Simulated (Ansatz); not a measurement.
The system is Sn.

```
Sn
1.0
    -2.94014    2.94014    1.59930
     2.94014   -2.94014    1.59930
     2.94014    2.94014   -1.59930
Sn
2
Direct
  0.00000 0.00000 0.00000
  0.75000 0.25000 0.50000
```

Base run:

```yaml
Program: Ansatz 0.2.0
Functional: PBE
Potentials_or_basis: Ansatz PAW
Cutoff: "420 eV (not typed: the program's choice for these potentials)"
k_mesh: 9 × 9 × 9
Occupations: fermi-dirac, width 0.05 eV
Spin: no spin polarisation
```

Its results: band gap on the k mesh none (metal or under the smearing width); pressure 1.4 GPa.

The run is repeated on the same cell with these changes: functional from PBE to LDA. What comes out?

Band gap on the k mesh none (metal or under the smearing width); pressure -2.9 GPa.

LDA binds more tightly than PBE, so the same cell stands under less pressure.

Caveats: spin-orbit coupling is left out, which moves the levels of the heavy elements; the PAW data sets come from PBE, with cores solved anew for the run's functional, which leaves a small shift of forces and pressure (some runs).
